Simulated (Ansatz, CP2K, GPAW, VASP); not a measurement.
Tl: programs and potentials compared

```
CELL_PARAMETERS angstrom
3.45600 0.00000 0.00000
-1.72800 2.99298 0.00000
0.00000 0.00000 5.52500
ATOMIC_POSITIONS crystal
Tl 0.66667 0.33333 0.75000
Tl 0.33333 0.66667 0.25000
```

Alike in all runs: task band structure; functional PBE; dispersion D3(BJ); k mesh 9 × 9 × 5; occupations methfessel-paxton, width 0.2 eV; no spin polarisation; no spin-orbit coupling. Pressure is positive in compression and, in plane waves, holds the error of the finite cutoff, which Ansatz's Pulay term estimates and takes out.

```
                                       program and potentials  plane-wave cutoff (eV)                             notes  pressure (GPa)
                                           Ansatz, Ansatz PAW                     420  Pulay term of +0.05 GPa included            1.42
                   GPAW, GPAW PAW data sets (gpaw-data 1.2.1)                     600                                 -            1.08
               Ansatz, all-electron LAPW, scalar-relativistic                       -                                 -            1.42
CP2K, POTENTIAL_UZH Tl GTH-PBE-q13; TZVP-MOLOPT-PBE-GTH basis                       -                      atomic basis            1.58
                             VASP, PBE PAW files Tl_d, 520 eV                     520                                 -            1.35
```

The pressure spans 1.08 (GPAW, GPAW PAW data sets (gpaw-data 1.2.1)) to 1.58 GPa (CP2K, POTENTIAL_UZH Tl GTH-PBE-q13; TZVP-MOLOPT-PBE-GTH basis), with all-electron results at 1.42. Rows in atomic bases carry the error of their basis and grid, which can be large.

Differences between rows come from potentials, basis sets and numerical settings, since the functional is the same but for its coding. Runs on potential files found faulty are left out.
